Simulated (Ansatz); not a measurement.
# AlNi: tests of the settings

One table from this session's results is given with a row withheld; the runs are named, their logs left out.

Computed with Ansatz 0.2.0 (DFT r2SCAN, scalar-relativistic, plane waves, PAW for the base; runs at other levels say so in their headings and inputs, unless a step's input says otherwise).

1 further run of the same task is left out (set aside as unsound or not needed). Runs told in other sessions of the task aren't counted.

## The system as given

It takes space group Cmmm (No. 65, orthorhombic). The conventional cell has a = 3.877 Å, b = 3.906 Å, c = 3.099 Å, α = 90.00°, β = 90.00°, γ = 90.00°. Al (site symmetry mmm) is surrounded by 8 Ni at 2.48 to 2.49 Å and 4 Al at 2.75 Å. Around Ni (site symmetry mmm) lie 8 Al at 2.48 to 2.49 Å and 4 Ni at 2.75 Å.

Coordinates:

```cif
data_structure
_symmetry_space_group_name_H-M 'P 1'
_symmetry_Int_Tables_number 1
_cell_length_a 2.7520
_cell_length_b 2.7520
_cell_length_c 3.0994
_cell_angle_alpha 90.000
_cell_angle_beta 90.000
_cell_angle_gamma 90.427
_cell_volume 23.47
loop_
_atom_site_label
_atom_site_type_symbol
_atom_site_fract_x
_atom_site_fract_y
_atom_site_fract_z
_atom_site_occupancy
Al1 Al 0.00000 0.00000 0.00000 1
Ni1 Ni 0.50000 0.50000 0.50000 1
```

Source of the structure: the Materials Project (structure only). It is taken as it stands there.

## The base run, which the others are set against

input.yaml reads:

```yaml
crystal:
  lattice:
    - [1.938694, -1.95319015, 0.0]
    - [1.938694, 1.95319015, 0.0]
    - [0.0, 0.0, 3.0994300413]
  atoms:
    - { symbol: Al, position: [0.0, 0.0, 0.0] }
    - { symbol: Ni, position: [0.5, 0.5, 0.5] }
basis:
  ecutwfc: 500
kpoints:
  mp_grid: { grid: [16, 16, 14] }
hamiltonian:
  xc: r2scan
scf:
  occupations: { method: gaussian, width: 0.1 }
output:
  forces: true
  stress: true
  eigenvalues: true
  populations: true
```

It was run beforehand and gave: -3193.5034 eV/atom at zero smearing, pressure 0.56 GPa, largest force 0.000 eV/Å, no gap on the mesh, in 8 SCF cycles and 64 s.

The first run:

input.yaml reads:

```yaml
crystal:
  lattice:
    - [1.938694, -1.95319015, 0.0]
    - [1.938694, 1.95319015, 0.0]
    - [0.0, 0.0, 3.0994300413]
  atoms:
    - { symbol: Al, position: [0.0, 0.0, 0.0] }
    - { symbol: Ni, position: [0.5, 0.5, 0.5] }
basis:
  ecutwfc: 420
kpoints:
  mp_grid: { grid: [16, 16, 14] }
hamiltonian:
  xc: lda
scf:
  occupations: { method: gaussian, width: 0.1 }
output:
  forces: true
  stress: true
  eigenvalues: true
relax:
  adjacent_minimum: "off"
  f_tol: 0.01
  max_steps: 60
  cell: { stress_tol: 0.05 }
```

Run with:

```console
$ ansatz run input.yaml --threads 1 --pin off --max-ram 2560MiB --backend cpu --events-out ev --progress --plain --runs-dir out
```

Steps of the session up to this table: Relaxing with functional LDA; Relaxation, functional: PBEsol; Relaxing with functional PBE; Relaxing with functional r2SCAN.

One of the session's tables, all rows but one given; the rest of the session is left out.

```
functional  a (Å)  c (Å)  volume (Å³/atom)
       LDA  2.829  2.840             11.36
    PBEsol      ?      ?                 ?
       PBE  2.889  2.901             12.11
    r2SCAN  2.860  2.870             11.74
```

**Question.** Estimate the row for PBEsol.

The run gave: a (Å): 2.859; c (Å): 2.869; volume (Å³/atom): 11.72. In the column «a (Å)» it lies between LDA (2.829) and r2SCAN (2.860).

Limits of these values: Spin polarisation is off in the runs that give these values; a magnetic solution could lie lower.
